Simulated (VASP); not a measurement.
# Settings for Si: energy along a vibration (SMASS = -2)

Si, atoms displaced along the mode, 2 atoms in the cell. PBEsol, energy along a line of displacements; PAW potentials Si (PBE set). VASP 6.6.1.

Wanted: harmonic frequency within 1 %.

Mode: optical mode at Gamma along [111].

POSCAR of the starting run:
```
Si
1.0
    0.0000000000      2.7218511865      2.7218511865
    2.7218511865      0.0000000000      2.7218511865
    2.7218511865      2.7218511865      0.0000000000
Si
2
Direct
   -0.0042423353     -0.0042423353     -0.0042423353
    0.2542423353      0.2542423353      0.2542423353

    0.0057735027   0.0057735027   0.0057735027
   -0.0057735027  -0.0057735027  -0.0057735027
```

The series start from k mesh: 5 × 5 × 5; Cutoff (eV): 320; Step along the mode (Å): 0.02; Electronic threshold (eV): 1e-7; Precision and projection: Accurate, reciprocal space. Each series keeps the choices made before it, and each single choice may use up half of a tolerance.

## k mesh

| k mesh | Harmonic frequency (THz) | Time (s) |
|---|---|---|
| 2 × 2 × 2 | 18.02 | 7.1 |
| 3 × 3 × 3 | 15.91 | 7.1 |
| 4 × 4 × 4 | 15.5 | 10 |
| 5 × 5 × 5 | 15.35 | 13 |
| 6 × 6 × 6 | 15.24 | 17 |
| 8 × 8 × 8 (reference) | 15.2 | 32 |

## Cutoff (eV)

| Cutoff (eV) | Harmonic frequency (THz) | Time (s) |
|---|---|---|
| 180 | 15.25 | 12 |
| 210 | 15.24 | 11 |
| 250 | 15.25 | 16 |
| 290 | 15.25 | 18 |
| 320 | 15.24 | 17 |
| 370 (reference) | 15.22 | 17 |

## Electronic threshold (eV)

| Electronic threshold (eV) | Harmonic frequency (THz) | Time (s) |
|---|---|---|
| 0.001 | 15.26 | 8.5 |
| 0.0001 | 15.26 | 10 |
| 1e-5 | 15.26 | 14 |
| 1e-6 | 15.26 | 13 |
| 1e-7 | 15.26 | 14 |
| 1e-8 (reference) | 15.26 | 14 |

## Precision and projection

| Precision and projection | Harmonic frequency (THz) | Time (s) |
|---|---|---|
| Accurate, reciprocal space | 15.26 | 8.5 |
| Normal, reciprocal space | 15.27 | 4.1 |
| Normal, Auto | 15.26 | 6.1 |

## Question

The rows run from the loosest to the tightest (no order: precision and projection). For each series: choose the loosest value from which every tighter one stays within half of the tolerance; where there is no order, keep the first row unless others stay within half of the tolerance and take at least 30 % less time, and then take the fastest.

## Answer

- k mesh: 6 × 6 × 6
- Cutoff (eV): 180
- Electronic threshold (eV): 0.001
- Precision and projection: Normal, reciprocal space

Also changed on the way, by series that aren't shown: Step along the mode (Å): 0.04.

## All choices together

| Input | Harmonic frequency (THz) | Time (s) |
|---|---|---|
| defaults on a coarse mesh (naive) | 16.61 | 2.0 |
| chosen settings | 15.27 | 4.1 |
| reference settings throughout | 15.19 | 33 |

The tolerance is met.

## The input

INCAR:
```
ALGO = Normal ; EDIFF = 0.001
ENCUT = 180 ; GGA = PS
IBRION = 0 ; ISMEAR = 0
ISYM = 0 ; KPAR = 2
LASPH = True ; LCHARG = False
LREAL = False ; LWAVE = False
NELMIN = 4 ; NSW = 9
POTIM = 1 ; PREC = Normal
SIGMA = 0.03 ; SMASS = -2
```

KPOINTS:
```
Automatic mesh
0
Gamma
  6 6 6
  0 0 0
```

POSCAR:
```
Si
1.0
    0.0000000000      2.7218511865      2.7218511865
    2.7218511865      0.0000000000      2.7218511865
    2.7218511865      2.7218511865      0.0000000000
Si
2
Direct
   -0.0084846706     -0.0084846706     -0.0084846706
    0.2584846706      0.2584846706      0.2584846706

    0.0115470054   0.0115470054   0.0115470054
   -0.0115470054  -0.0115470054  -0.0115470054
```

Commands:
```
cat potpaw_PBE.64/Si/POTCAR > POTCAR
mpirun -np 2 vasp_std > vasp.out
```

Limits: NELMIN = 4 forces that many electronic steps, so a loose EDIFF looks better here than it is.

The chosen input took VASP 6.6.1 4.1 s on 2 cores (Intel Xeon Platinum 8559C (Emerald Rapids)), a shared host.
